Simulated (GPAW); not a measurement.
Wanted: an ASE script for a GPAW 26.7.0 run.

* Task: band structure
* Functional: r2SCAN
* Potentials or basis: GPAW PAW data sets (gpaw-data 1.2.1)
* Cutoff: 800 eV
* Basis: pw
* k mesh: 13 × 13 × 13
* Occupations: fermi-dirac, width 0.05 eV
* Spin: no spin polarisation
* Maxiter: 150
* Band path: GXWKGLUWLK,UX
* Band points: 100

The structure of BN lies in POSCAR:

```
BN
1.0
    0.0000000000      1.8130010000      1.8130010000
    1.8130010000      0.0000000000      1.8130010000
    1.8130010000      1.8130010000      0.0000000000
N B
1 1
Direct
    0.2500000000      0.2500000000      0.2500000000
    0.0000000000      0.0000000000      0.0000000000
```

The cell is a database's computed one.

These files were run (other wordings do the same):

run.py

```python
from ase.dft.bandgap import bandgap
from ase.io import read, write
from ase.units import GPa
from gpaw import GPAW, PW

atoms = read('POSCAR')

calc = GPAW(mode=PW(800),
            xc='MGGA_X_R2SCAN+MGGA_C_R2SCAN',
            kpts={'size': (13, 13, 13), 'gamma': True},
            occupations={'name': 'fermi-dirac', 'width': 0.05},
            nbands=11,
            convergence={'density': 1e-05, 'energy': 1e-05},
            maxiter=150,
            txt='gpaw.txt')
atoms.calc = calc
energy = atoms.get_potential_energy()
forces = atoms.get_forces()
stress = atoms.get_stress()
calc.write('gs.gpw')
write('result.traj', atoms)
print(f'Energy: {energy:.6f} eV')
print('Forces (eV/A):')
print(forces.round(4))
print('Stress (GPa):', (stress / GPa).round(3))
print('Fermi level:', round(calc.get_fermi_level(), 4), 'eV')
print(f'Gap: {bandgap(calc)[0]:.4f} eV, direct: {bandgap(calc, direct=True)[0]:.4f} eV')

path = atoms.cell.bandpath('GXWKGLUWLK,UX', npoints=100, eps=1e-4)
bs_calc = calc.fixed_density(kpts=path, symmetry='off', nbands=18,
                             convergence={'bands': 'CBM+6.0', 'eigenstates': 1e-6}, txt='bands.txt')
bs = bs_calc.band_structure()
bs.write('bs.json')
print(f'Gap on the path: {bandgap(bs_calc)[0]:.4f} eV')
```

Potentials or basis: GPAW PAW data sets (gpaw-data 1.2.1), pw.

Command:

```sh
$ OMP_NUM_THREADS=1 python run.py
```

Results of the run:

```yaml
Pressure: -6.3 GPa
Band_gap_on_the_k_mesh: 5.06 eV, indirect (least direct gap 9.50 eV)
Band_gap_along_the_path: 4.99 eV, indirect (least direct gap 9.50 eV)
```

Caveat: the PAW data sets were made with another functional, which shifts forces and pressure a little.

It took 64 s on 1 thread of Arm Neoverse V2, on a shared host, peak memory 0.22 GiB.
